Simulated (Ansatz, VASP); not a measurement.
**One calculation of Si2N, two programs**

```
CELL_PARAMETERS angstrom
-1.39080 1.39080 4.24027
1.39080 -1.39080 4.24027
1.39080 1.39080 -4.24027
ATOMIC_POSITIONS crystal
Si 0.64198 0.64198 0.00000
Si 0.35802 0.35802 0.00000
N 0.00000 0.00000 0.00000
```

Change from the starting cell: species swapped into the Ti2Rh type (I4/mmm, No. 139).

Alike in both runs: task single point; functional PBE; k mesh 8 × 8 × 8; occupations gaussian, width 0.1 eV; collinear spin.

```csv
,VASP,Ansatz
version,VASP 6.6.1,Ansatz 0.2.0
potentials or method,"VASP PAW PBE potentials, release 64 (Si, N)","scalar-relativistic, plane waves, PAW"
plane-wave cutoff (eV),520,420
valence electrons in the cell,13,13
```

VASP gave:

* gap on the k mesh at the Fermi level (eV): none
* pressure (GPa): -0.4
* largest component of the traceless stress (GPa): 0.15
* net moment per atom (μB): 0.00

Estimate Ansatz's values.

gap on the k mesh at the Fermi level (eV): none; pressure (GPa): -0.3; largest component of the traceless stress (GPa): 0.06; net moment per atom (μB): 0.00.

A gap of «none» marks a metal or a gap that the smearing closes. With one functional, cell and mesh, what is left measures potentials, basis and numerics. Ansatz warned: «seeded_moment_not_kept».

Caveats: the k mesh is coarse (spacing up to 0.40 Å⁻¹), so the values aren't converged.
